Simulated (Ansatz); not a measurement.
## A defect in a wire: W wire along [100], 2 atoms a period, Mg in place of one W

Wanted: the relaxed defect and the transmission past it, beside the channels of the perfect wire.

Method: DFT PBE, plane waves, PAW; relaxation of a wire's period, in the first sound run; inputs show where later runs differ, in Ansatz 0.2.0.

### 1. Starting point

The cell holds 2 atoms: 2 W. Cell: a = 8.385 Å, b = 8.385 Å, c = 3.170 Å, α = 90.0°, β = 90.0°, γ = 90.0°. Vacuum lies along a and b. The structure's axis is c.

### 2. Relaxation of atoms and period

Band widths follow the bond lengths, so the wire is relaxed first. The atoms and the third cell vector are free; the box across stays fixed as vacuum. A Fermi-Dirac smearing is set since the result may be a metal. The pressure printed is a third of the stress's trace over the whole box, vacuum included; only the stress along the axis is relaxed.

Contents of input.yaml:

```yaml
crystal:
  lattice:
    - [8.385, 0.0, 0.0]
    - [0.0, 8.385, 0.0]
    - [0.0, 0.0, 3.17]
  atoms:
    - { symbol: W, position: [0.405485987, 0.405485987, 0.0] }
    - { symbol: W, position: [0.594514013, 0.594514013, 0.5] }
kpoints:
  mp_grid: { grid: [1, 1, 26] }
scf:
  occupations: { method: fermi_dirac, width: 0.05 }
hamiltonian:
  xc: pbe
relax:
  cell: { fix: [a, b, alpha, beta, gamma] }
  max_steps: 60
```

On the command line:

```console
$ ansatz run input.yaml --threads 4 --pin off --max-ram 16384MiB --backend cpu --events-out ev --progress --plain --runs-dir out
```

Numbers of over 12 decimals in the logs are rounded to 6 here.

Log:

```text
Engine: ansatz 0.2.0, aarch64-unknown-linux-gnu
Pseudopotentials: kind: paw
Pseudopotential: W, paw, valence charge 14, recommended cutoff 420 eV (normal), W.paw.azcp
Functional definition: PBE
  parameter kappa = 0.804
  parameter beta = 0.066725
  exchange = pbe_x(kappa = kappa, mu = beta*pi^2/3)
  correlation = pbe_c(beta = beta)
Crystal: 2 atoms, lattice volume = 222.877 Å³
Basis set: ecut = 420 eV, 4335 PW (Γ), exchange–correlation on 120×120×48 points (8 copies of the dense FFT grid, shifted against one another)
Bands: 18, of which v1, the nominal top of the filled ones, is band 14 counted from 1 (13 counted from 0)
Symmetry: 8 space group operations
Space group: Cmcm (ITA 63), of the structure as read, at distance tolerance 6.1e-5 Å
k-points: 14 of 26
Non-local potential: W, projectors of the file, l = 0: 3, l = 1: 2, l = 2: 2, l = 3: 1
PAW form: soft (Blöchl's): semilocal exchange-correlation on the pseudo side does not see the compensation charge
PAW one-centre angular grid: W, 590 points (default); XC on 64 Gauss nodes
Initial density: superposition of atomic densities (neutral atoms: chi_scale 0, normalization atom), corrected by the library's trained network
Initial wavefunctions: pseudopotential atomic-orbital guess
Functional: x = pbe(κ = 0.804, μ = 0.219515), c = pbe(β = 0.066725)
SCF iter   1: F=—  HF=-20759.334925 eV  |F-HF|=—  |Δ(HF+E_count)|=         —  Δρ=1.03e-2  dr2=1.88e-1  ethr=1.77e-3  ⟨swp⟩=5.3  Hψ=1164  notcnv=0
preconditioner: auto → LDOS  [metal: Δε(μ)=0.019 eV  Ē_g=2.187 eV  σ=0.050 eV  W_gap=0.09  n_scr=20 (ndim 8)  ℏωp=8.6 eV  f_vac=0.577  D(μ)=6.39/eV (n_scr^D=46)  β→1.0]
SCF iter   2: F=—  HF=-20759.326936 eV  |F-HF|=—  |Δ(HF+E_count)|=   7.99e-3  Δρ=7.46e-3  dr2=1.07e-1  ethr=6.71e-4  ⟨swp⟩=2.2  Hψ=516  notcnv=0
SCF iter   3: F=—  HF=-20759.312976 eV  |F-HF|=—  |Δ(HF+E_count)|=   1.40e-2  Δρ=1.68e-3  dr2=6.47e-3  ethr=3.81e-4  ⟨swp⟩=2.9  Hψ=373  notcnv=0
SCF iter   4: F=—  HF=-20759.313713 eV  |F-HF|=—  |Δ(HF+E_count)|=   7.36e-4  Δρ=5.14e-4  dr2=5.16e-4  ethr=2.31e-5  ⟨swp⟩=1.0  Hψ=252  notcnv=0
SCF iter   5: F=—  HF=-20759.314273 eV  |F-HF|=—  |Δ(HF+E_count)|=   5.60e-4  Δρ=2.50e-4  dr2=1.35e-4  ethr=1.84e-6  ⟨swp⟩=2.1  Hψ=366  notcnv=0
SCF iter   6: F=—  HF=-20759.314336 eV  |F-HF|=—  |Δ(HF+E_count)|=   6.32e-5  Δρ=6.15e-5  dr2=3.37e-6  ethr=4.83e-7  ⟨swp⟩=2.1  Hψ=361  notcnv=0
SCF iter   7: F=—  HF=-20759.314333 eV  |F-HF|=—  |Δ(HF+E_count)|=   3.21e-6  Δρ=1.97e-5  dr2=9.01e-7  ethr=1.20e-8  ⟨swp⟩=2.4  Hψ=424  notcnv=0
SCF iter   8: F=-20759.314333 eV  HF=-20759.314333 eV  |F-HF|=8.19e-8  |Δ(HF+E_count)|=   5.38e-7  Δρ=5.67e-6  dr2=5.47e-8  ethr=3.57e-10  ⟨swp⟩=3.6  Hψ=1039  notcnv=0
SCF 1 converged in 8 iterations: F = -20759.314333 eV  dr2 = 5.47e-8
  greatest PAW one-centre occupation: 1.000 electrons in one spin orbital (limit 2), on the W atom at site 1 (counted from 0), in its partial waves of l = 0
relax step   1: F+E_penalty+E_count = -20759.31433326 eV  Δ(F+E_penalty+E_count) = +0.000e0 eV  max|allowed force component| = 4.657e0 eV/Å  Δτ_max = 0.0000 Å  P = -6.584 GPa  Ω = 222.877 Å³  fix = [a, b, alpha, beta, gamma]  reactions: a -5.422, b -5.422 GPa; gamma +5.337 GPa/rad  (8 SCF iters, dr2 threshold 1.00e-7 eV, accepted)
Crystal: 2 atoms, lattice volume = 220.427 Å³
Basis set: ecut = 420 eV, 4295 PW (Γ), exchange–correlation on 120×120×48 points (8 copies of the dense FFT grid, shifted against one another)
Initial density: handed on by an earlier stage of this run
Initial wavefunctions: those handed on with the density
SCF iter   1: F=—  HF=-20761.865315 eV  |F-HF|=—  |Δ(HF+E_count)|=         —  Δρ=1.42e-2  dr2=9.29e-1  ethr=3.10e-3  ⟨swp⟩=8.1  Hψ=1334  notcnv=0
preconditioner: auto → LDOS  [metal: Δε(μ)=0.089 eV  Ē_g=3.258 eV  σ=0.050 eV  W_gap=0.42  n_scr=20 (ndim 8)  ℏωp=8.7 eV  f_vac=0.601  D(μ)=2.87/eV (n_scr^D=12)  β→1.0]
SCF iter   2: F=—  HF=-20761.775001 eV  |F-HF|=—  |Δ(HF+E_count)|=   9.03e-2  Δρ=9.60e-3  dr2=5.68e-1  ethr=3.10e-3  ⟨swp⟩=3.1  Hψ=555  notcnv=0
SCF iter   3: F=—  HF=-20761.676703 eV  |F-HF|=—  |Δ(HF+E_count)|=   9.83e-2  Δρ=1.99e-3  dr2=2.29e-2  ethr=2.03e-3  ⟨swp⟩=2.4  Hψ=433  notcnv=0
SCF iter   4: F=—  HF=-20761.674988 eV  |F-HF|=—  |Δ(HF+E_count)|=   1.72e-3  Δρ=5.37e-4  dr2=1.17e-3  ethr=8.16e-5  ⟨swp⟩=2.4  Hψ=479  notcnv=0
SCF iter   5: F=—  HF=-20761.675660 eV  |F-HF|=—  |Δ(HF+E_count)|=   6.72e-4  Δρ=1.53e-4  dr2=4.22e-5  ethr=4.17e-6  ⟨swp⟩=2.0  Hψ=346  notcnv=0
SCF iter   6: F=—  HF=-20761.675686 eV  |F-HF|=—  |Δ(HF+E_count)|=   2.65e-5  Δρ=3.82e-5  dr2=3.36e-6  ethr=1.51e-7  ⟨swp⟩=2.9  Hψ=487  notcnv=0
SCF iter   7: F=-20761.675688 eV  HF=-20761.675688 eV  |F-HF|=1.88e-7  |Δ(HF+E_count)|=   1.35e-6  Δρ=8.14e-6  dr2=1.23e-7  ethr=7.14e-10  ⟨swp⟩=4.0  Hψ=1101  notcnv=0
SCF 2 converged in 7 iterations: F = -20761.675688 eV  dr2 = 1.23e-7
relax step   2: F+E_penalty+E_count = -20761.67568775 eV  Δ(F+E_penalty+E_count) = -2.361e0 eV  max|allowed force component| = 2.533e0 eV/Å  Δτ_max = 0.1950 Å  P = -3.467 GPa  Ω = 220.427 Å³  energy of the carried Pulay correction = +1.034e-4 eV  fix = [a, b, alpha, beta, gamma]  reactions: a -2.509, b -2.509 GPa; gamma +2.448 GPa/rad  (7 SCF iters, dr2 threshold 2.00e-7 eV, accepted)
Crystal: 2 atoms, lattice volume = 215.198 Å³
Basis set: ecut = 420 eV, 4175 PW (Γ), exchange–correlation on 120×120×48 points (8 copies of the dense FFT grid, shifted against one another)
SCF iter   1: F=—  HF=-20761.218715 eV  |F-HF|=—  |Δ(HF+E_count)|=         —  Δρ=2.04e-2  dr2=1.74e0  ethr=3.10e-3  ⟨swp⟩=7.9  Hψ=1463  notcnv=0
preconditioner: auto → Resta (q_TF=auto, 1.942 Å⁻¹)  ε∞=4.9  [insulator: Δε(μ)=0.728 eV  Ē_g=4.457 eV  σ=0.050 eV  W_gap=1.00  n_scr=20 (ndim 8)  ℏωp=8.8 eV  f_vac=0.634  D(μ)=0.01/eV (n_scr^D=0)  ε∞_Penn≈4.9  vacuum switching on, ρ_ref=1.4e-3 e/Å³]
SCF iter   2: F=—  HF=-20760.767217 eV  |F-HF|=—  |Δ(HF+E_count)|=   4.51e-1  Δρ=7.02e-3  dr2=1.66e-1  ethr=3.10e-3  ⟨swp⟩=2.8  Hψ=517  notcnv=0
SCF iter   3: F=—  HF=-20760.732095 eV  |F-HF|=—  |Δ(HF+E_count)|=   3.51e-2  Δρ=2.14e-3  dr2=1.45e-2  ethr=5.91e-4  ⟨swp⟩=2.0  Hψ=373  notcnv=0
SCF iter   4: F=—  HF=-20760.733761 eV  |F-HF|=—  |Δ(HF+E_count)|=   1.67e-3  Δρ=4.51e-4  dr2=1.97e-3  ethr=5.17e-5  ⟨swp⟩=2.1  Hψ=378  notcnv=0
SCF iter   5: F=—  HF=-20760.733872 eV  |F-HF|=—  |Δ(HF+E_count)|=   1.11e-4  Δρ=2.43e-4  dr2=2.64e-4  ethr=7.05e-6  ⟨swp⟩=2.0  Hψ=357  notcnv=0
SCF iter   6: F=—  HF=-20760.733847 eV  |F-HF|=—  |Δ(HF+E_count)|=   2.46e-5  Δρ=5.44e-5  dr2=1.14e-5  ethr=9.43e-7  ⟨swp⟩=2.2  Hψ=353  notcnv=0
SCF iter   7: F=—  HF=-20760.733831 eV  |F-HF|=—  |Δ(HF+E_count)|=   1.57e-5  Δρ=1.45e-5  dr2=7.03e-7  ethr=4.06e-8  ⟨swp⟩=2.4  Hψ=414  notcnv=0
SCF iter   8: F=-20760.733831 eV  HF=-20760.733831 eV  |F-HF|=1.06e-8  |Δ(HF+E_count)|=   7.50e-8  Δρ=2.80e-6  dr2=1.85e-8  ethr=7.14e-10  ⟨swp⟩=5.0  Hψ=933  notcnv=0
SCF 3 converged in 8 iterations: F = -20760.733831 eV  dr2 = 1.85e-8
  greatest PAW one-centre occupation: 0.999 electrons in one spin orbital (limit 2), on the W atom at site 1 (counted from 0), in its partial waves of l = 0
relax step   3: F+E_penalty+E_count = -20760.73383133 eV  Δ(F+E_penalty+E_count) = +9.419e-1 eV  max|allowed force component| = 7.693e0 eV/Å  Δτ_max = 0.1977 Å  P = +6.710 GPa  Ω = 215.198 Å³  energy of the carried Pulay correction = +3.307e-4 eV  fix = [a, b, alpha, beta, gamma]  (8 SCF iters, dr2 threshold 2.00e-7 eV, rejected (line search))
[...]
relax step   4: F+E_penalty+E_count = -20761.99965491 eV  Δ(F+E_penalty+E_count) = -3.240e-1 eV  max|allowed force component| = 1.040e0 eV/Å  Δτ_max = 0.0359 Å  P = -1.606 GPa  Ω = 215.061 Å³  energy of the carried Pulay correction = +3.368e-4 eV  fix = [a, b, alpha, beta, gamma]  reactions: a -1.061, b -1.061 GPa; gamma +1.013 GPa/rad  (11 SCF iters, accepted)
[...]
relax step   5: F+E_penalty+E_count = -20762.06651587 eV  Δ(F+E_penalty+E_count) = -6.686e-2 eV  max|allowed force component| = 2.802e-1 eV/Å  Δτ_max = 0.0198 Å  P = +0.206 GPa  Ω = 209.598 Å³  energy of the carried Pulay correction = +5.845e-4 eV  fix = [a, b, alpha, beta, gamma]  reactions: a +0.191, b +0.191 GPa; gamma -0.223 GPa/rad  (6 SCF iters, dr2 threshold 2.00e-7 eV, accepted)
[...]
relax step   6: F+E_penalty+E_count = -20762.06853958 eV  Δ(F+E_penalty+E_count) = -2.024e-3 eV  max|allowed force component| = 8.426e-2 eV/Å  Δτ_max = 0.0099 Å  P = -0.072 GPa  Ω = 208.893 Å³  energy of the carried Pulay correction = +6.173e-4 eV  fix = [a, b, alpha, beta, gamma]  reactions: a -0.151, b -0.151 GPa; gamma +0.122 GPa/rad  (6 SCF iters, dr2 threshold 2.00e-7 eV, accepted)
[...]
relax step   7: F+E_penalty+E_count = -20762.06903476 eV  Δ(F+E_penalty+E_count) = -4.952e-4 eV  max|allowed force component| = 4.858e-4 eV/Å  Δτ_max = 0.0031 Å  P = -0.045 GPa  Ω = 209.401 Å³  energy of the carried Pulay correction = +5.937e-4 eV  fix = [a, b, alpha, beta, gamma]  reactions: a -0.072, b -0.072 GPa; gamma +0.041 GPa/rad  (5 SCF iters, dr2 threshold 2.00e-7 eV, accepted)
Basis set: ecut = 420 eV, 4045 PW (Γ), exchange–correlation on 120×120×40 points (8 copies of the dense FFT grid, shifted against one another)
Initial wavefunctions: pseudopotential atomic-orbital guess (no wavefunctions were taken with the density)
iter 1 solved again at ethr=2.14e-7 eV; its pass at ethr=3.10e-3 eV (dr2=5.98e-5 eV) is discarded
SCF iter   1: F=—  HF=-20762.068507 eV  |F-HF|=—  |Δ(HF+E_count)|=         —  Δρ=6.55e-5  dr2=1.20e-6  ethr=2.14e-7  ⟨swp⟩=4.0  Hψ=2034  notcnv=0
preconditioner: auto → LDOS  [metal: Δε(μ)=0.045 eV  Ē_g=3.543 eV  σ=0.050 eV  W_gap=0.21  n_scr=20 (ndim 8)  ℏωp=8.9 eV  f_vac=0.614  D(μ)=2.25/eV (n_scr^D=8)  β→1.0]
SCF iter   2: F=—  HF=-20762.068426 eV  |F-HF|=—  |Δ(HF+E_count)|=   8.16e-5  Δρ=6.86e-6  dr2=4.64e-8  ethr=4.28e-9  ⟨swp⟩=2.0  Hψ=449  notcnv=0
SCF iter   3: F=—  HF=-20762.068426 eV  |F-HF|=—  |Δ(HF+E_count)|=   1.52e-8  Δρ=2.15e-6  dr2=9.94e-9  ethr=1.66e-10  ⟨swp⟩=2.0  Hψ=450  notcnv=0
SCF iter   4: F=—  HF=-20762.068426 eV  |F-HF|=—  |Δ(HF+E_count)|=   3.33e-9  Δρ=3.82e-7  dr2=5.75e-10  ethr=3.55e-11  ⟨swp⟩=2.6  Hψ=442  notcnv=0
SCF iter   5: F=—  HF=-20762.068426 eV  |F-HF|=—  |Δ(HF+E_count)|=  5.82e-11  Δρ=2.27e-7  dr2=2.44e-10  ethr=2.05e-12  ⟨swp⟩=2.8  Hψ=498  notcnv=0
SCF iter   6: F=-20762.068426 eV  HF=-20762.068426 eV  |F-HF|=3.64e-12  |Δ(HF+E_count)|=  5.46e-11  Δρ=5.58e-8  dr2=9.86e-12  ethr=1.00e-12  ⟨swp⟩=5.3  Hψ=1312  notcnv=0
SCF 8 converged in 6 iterations: F = -20762.068426 eV  dr2 = 9.86e-12
relax step   8: F+E_penalty+E_count = -20762.06842579 eV  Δ(F+E_penalty+E_count) = +6.090e-4 eV  max|allowed force component| = 5.147e-4 eV/Å  Δτ_max = 0.0000 Å  P = -0.045 GPa  Ω = 209.401 Å³  fix = [a, b, alpha, beta, gamma]  reactions: a -0.071, b -0.071 GPa; gamma +0.040 GPa/rad  stress off target by 6.63e-3 GPa on what of the cell is left free  SCF on the basis re-selected at this cell (its energy is not comparable with the rows above)  (6 SCF iters)
basis re-selected at this cell: Δ(F+E_penalty+E_count) = +6.090e-4 eV, ΔP = +0.000 GPa vs the last step (what re-selecting the basis moved, of the pressure what is left beyond the Pulay correction that the steps carried, after the strain that the cell walked since its last selection, with what the two solves' SCF thresholds leave and, on support functions, any second-order correction that the steps lacked; it is no measure of the basis error at this ecutwfc). The dense FFT grid was sized anew with the basis: this SCF ran on 60×60×20 points, the steps before it on 60×60×24, so part of this shift can come from that change (see relax.cell in the input reference). [rest of the remark cut]
SCF converged after 6 iterations
Free energy (F): -20762.068426 eV
Harris-Foulkes:  -20762.068426 eV  (|F-HF|=3.64e-12)
Internal energy: -20762.050535 eV  (E = F + TS)
E sigma→0 (E₀):  -20762.059480 eV
Entropy (-TS):   -0.017891 eV (-8.946 meV/atom)
Fermi energy:    0.209717 eV
--- Per-component energies (eV) ---
  E_band       = -773.100058
  E_kinetic    = 892.716921
  E_local      = -6686.690221  (includes V_loc(G=0)·N_el)
  E_nonlocal   = 11.465682
  E_hartree    = 2863.901313
  E_xc         = -525.640144
  E_vxc        = -466.588675  (∫ρ·V_xc dr)
  E_paw        = -17127.062886  (= ΣΔE_a)
  E_vpaw       = -251.806042  (= ΣTr[D̂ρ^β])
  E_aug_tail   = -0.000121  (compensation charges beyond the density's cutoff)
  E_ewald      = -190.741078
  E_smearing   = -0.017891  (= −TS)
  E_closure    = 0.000000  (closes the sum)
  Σ components = -20762.068426   (vs F -20762.068426, Δ=0.00e0)
--- Forces (eV/Å), atoms counted from 1 ---
  atom   1  W     -0.00051472    -0.00051472     0.00000000
  atom   2  W      0.00051472     0.00051472     0.00000000
  max |Σ_I F_I| component: 1.08e-19 eV/Å
--- Stress (GPa, compression-positive) ---
       -0.070651      -0.040329       0.000000
       -0.040329      -0.070651       0.000000
        0.000000       0.000000       0.006631
  P = ⅓ Tr σ = -0.0449 GPa (-0.449 kbar)
--- Relaxed structure (7 steps of the walk, 6 accepted, 1 SCFs on fresh bases) ---
  F+E_penalty+E_count = -20762.06842579 eV   max|allowed force component| = 5.147e-4 eV/Å   (the final SCF, on the basis selected at the relaxed cell)
  cell:  # Å, volume = 209.4012 Å³
    - [8.385, 0, 0.0]
    - [0, 8.385, 0.0]
    - [0.0, 0.0, 2.978332]
  atoms:
    - { symbol: W, position: [0.426063, 0.426063, 0.0] }
    - { symbol: W, position: [0.573937, 0.573937, 0.500000] }
```

Wall time 9 s (4 threads of Arm Neoverse V1, shared host); peak memory 0.48 GiB.

Step by step:

```csv
step,energy less that of the first step (eV),largest force component (eV/Å),pressure (GPa),volume (Å³)
1,0.0000,4.6571,-6.58,222.88
2,-2.3614,2.5334,-3.47,220.43
3,-1.4195,7.6935,6.71,215.20
4,-2.6853,1.0396,-1.61,215.06
5,-2.7522,0.2802,0.21,209.60
6,-2.7542,0.0843,-0.07,208.89
7,-2.7547,0.0005,-0.05,209.40
8*,-2.7541,0.0005,-0.04,209.40
```

Relaxation steps marked * repeat the geometry before them on a plane-wave basis chosen anew for their cell, so energy and pressure can jump there. Relaxation step 3 was tried and not accepted.

The run keeps the 8 symmetry operations that it works with, so distortions that break them were not tested.

```csv
cell as run,before,after,change
c (Å),3.170,2.978,-6.0 %
```

The atoms that moved most (Å, along periodic axes as changes of fractional coordinates times the final cell, across vacuum about the mean position):

```csv
atom,dx,dy,dz,length
W1,0.173,0.173,0.000,0.244
W2,-0.173,-0.173,0.000,0.244
```

Final coordinates:

```cif
data_structure
_symmetry_space_group_name_H-M 'P 1'
_symmetry_Int_Tables_number 1
_cell_length_a 8.3850
_cell_length_b 8.3850
_cell_length_c 2.9783
_cell_angle_alpha 90.000
_cell_angle_beta 90.000
_cell_angle_gamma 90.000
_cell_volume 209.40
loop_
_atom_site_label
_atom_site_type_symbol
_atom_site_fract_x
_atom_site_fract_y
_atom_site_fract_z
_atom_site_occupancy
W1 W 0.42606 0.42606 0.00000 1
W2 W 0.57394 0.57394 0.50000 1
```

Numbers from this step:

| Quantity | Value |
| --- | --- |
| energy at zero smearing | -20762.0595 eV |
| cell length along the wire | 2.978 Å |

The cell's length comes to 2.978 Å with spin left out.

### 3. The wire at its relaxed period

This step: DFT PBE, plane waves, PAW; channels and complex bands of a perfect wire (Ansatz 0.2.0).

At the relaxed period the Bloch states of the perfect wire are found at each energy: those that move forward count the open channels, and those that decay describe how a disturbance dies away inside the wire itself. An energy step of 0.035 eV is under the 0.039 eV that the program asks for its thermal average at 300 K.

Contents of input.yaml:

```yaml
crystal:
  lattice:
    - [8.385, 0.0, 0.0]
    - [0.0, 8.385, 0.0]
    - [0.0, 0.0, 2.9783318098]
  atoms:
    - { symbol: W, position: [0.426063455, 0.426063455, 0.0] }
    - { symbol: W, position: [0.573936545, 0.573936545, 0.5] }
kpoints:
  mp_grid: { grid: [1, 1, 27] }
scf:
  occupations: { method: fermi_dirac, width: 0.05 }
hamiltonian:
  xc: pbe
output:
  transmission:
    e_range: [-1.26, 1.26]
    de: 0.035
    kmesh: [1, 1]
    reduced_basis: true
    leads: [[0, 0]]
basis:
  ecutwfc: "350 eV"
```

Log:

```text
Warning: basis.ecutwfc = 350 eV is below the records' recommended 420 eV, and the density's cutoff is lower with it unless basis.ecutrho_ratio is high enough to keep the records' density cutoff: compare with a run at a higher cutoff
[...]
Crystal: 2 atoms, lattice volume = 209.401 Å³
Basis set: ecut = 350 eV, 3141 PW (Γ)
Bands: 18, of which v1, the nominal top of the filled ones, is band 14 counted from 1 (13 counted from 0)
Symmetry: 8 space group operations
[...]
k-points: 14 of 27
[...]
SCF iter   1: F=—  HF=-20762.081600 eV  |F-HF|=—  |Δ(HF+E_count)|=         —  Δρ=8.24e-3  dr2=1.33e-1  ethr=1.77e-3  ⟨swp⟩=6.1  Hψ=1230  notcnv=0
[...]
SCF iter   7: F=-20762.062687 eV  HF=-20762.062687 eV  |F-HF|=3.73e-8  |Δ(HF+E_count)|=   4.62e-7  Δρ=3.26e-6  dr2=2.06e-8  ethr=3.57e-10  ⟨swp⟩=5.3  Hψ=879  notcnv=0
SCF 1 converged in 7 iterations: F = -20762.062687 eV  dr2 = 2.06e-8
[...]
transmission: 4 of 24 steps passed
transmission: 8 of 24 steps passed
[...]
transmission: 24 of 24 steps passed
SCF converged after 7 iterations
Free energy (F): -20762.062687 eV
[...]
Internal energy: -20762.043188 eV  (E = F + TS)
E sigma→0 (E₀):  -20762.052938 eV
Entropy (-TS):   -0.019499 eV (-9.750 meV/atom)
Fermi energy:    0.202301 eV
[...]
--- Band table (eV; the first three rows and the last of 14) ---
  k-point 0: bands = [... 10 lower, -1.8328, -1.6253, -1.5480, -0.2700, 0.7119, 0.7408, 1.4407, 1.5216]
  k-point 1: bands = [... 10 lower, -1.8357, -1.6900, -1.5315, -0.1932, 0.3852, 1.0554, 1.4635, 1.5023]
  k-point 2: bands = [... 10 lower, -1.8468, -1.8454, -1.4822, -0.0015, 0.0379, 1.3685, 1.4497, 1.5319]
  k-point 13: bands = [... 10 lower, -2.3357, -2.1596, 0.1174, 0.2640, 1.1006, 1.1802, 2.1899, 2.3867]
--- Transmission ---
  basis      : 509 plane waves across, 4 finite elements along
  points     : 1, standing for a mesh of 1 x 1
  filling    : by the input's occupations and mesh, since the crystals that have channels conduct as metals do. If one of these is a semiconductor, that mesh has misplaced its level
  energies   : 73 from -1.260000 to 1.260000 eV about the Fermi level, 0.035000 eV apart; the leads are filled to 0.000000 eV, and channels, transmission and decay are at 0.000000 eV
  crystal 0  : W2, at the sites [0, 0], period 2.9783 Å: whole cells are its period
    offset         : up to 0.0000 Å between an atom of the period and one for which it stands
    filled         : 1.4 meV under the level at which it is neutral
    channels       : 4.000000e0 a spin
    conductance    : 4.2568e14 S/m² at 300 K; may be off by some 0.0 % by where its bands' edges are placed, 0.2 % from the distance to neutral
```

Wall time 17 s (4 threads); peak memory 0.58 GiB; 58 s of CPU time.

In the SCF lines HF is the Harris–Foulkes energy and dr2 the Hartree energy of the density residual, in eV; the loop may stop once dr2 is under the threshold and the program's other checks hold. Hψ counts applications of the Hamiltonian.

This step gave:

```yaml
energy_at_zero_smearing: -20762.0529 eV
channels_at_the_energy_nearest_the_fermi_level_one_spin: 4
conductance_of_the_lead_as_this_run_defines_it: 3.863 G₀
band_gap: 0 eV
```

Table of open channels of the lead, one spin by energy, zero at the Fermi level:

```csv
energy (eV),"open channels of the lead, one spin"
-1.26,3
-1.19,3
-1.08,3
-1.01,3
-0.91,3
-0.84,3
-0.73,3
-0.67,3
-0.56,3
-0.49,3
-0.39,4
-0.32,4
-0.21,4
-0.14,4
-0.04,4
0.00,4
0.04,4
0.14,2
0.21,2
0.32,2
0.39,2
0.49,2
0.56,2
0.67,2
0.73,2
0.84,6
0.91,6
1.01,2
1.08,4
1.19,4
1.26,5
```

The slowest values at each energy, most degenerate partners merged, listed up to 1.5 1/Å. The Im kz of the slowest decaying states by energy, zero at the Fermi level:

```csv
energy (eV),decay 1 (Å⁻¹),decay 2 (Å⁻¹),decay 3 (Å⁻¹),decay 4 (Å⁻¹)
-1.190,0.154,0.163,0.494,0.807
-1.015,0.145,0.158,0.496,0.778
-0.805,0.138,0.140,0.492,0.740
-0.595,0.0916,0.176,0.483,0.701
-0.385,0.192,0.468,0.659,0.808
-0.210,0.195,0.452,0.623,0.771
0.000,0.189,0.427,0.575,0.723
0.210,0.0738,0.174,0.396,0.524
0.385,0.0997,0.152,0.363,0.478
0.595,0.105,0.107,0.311,0.415
0.805,0.0495,0.236,0.340,0.473
1.015,0.0570,0.0745,0.139,0.244
1.190,0.113,0.131,0.244,0.268
```

By hand: the program gives 4.2568 × 10^14 S/m² over the cell's cross-section of 70.31 Å² = 7.031 × 10^-19 m², so one cell conducts 2.993 × 10^-4 S. Divided by G0 = 2e²/h = 7.748 × 10^-5 S this is 3.86 G0, a resistance of 3.34 kΩ.

At the computed energy nearest the Fermi level there are 4 channels a spin, and the thermal average gives 3.86 G₀.

[end of part 1 of 3]

[Logs are printed without paths, hosts, clocks, repeated set-up lines and the standing remarks that a program may print on its own settings, such as how far it seeks lower states.]

[Hosts, paths, dates, database ids (printed as entryN), source tags and the programs' standing remarks are cut or masked in the printed files.]
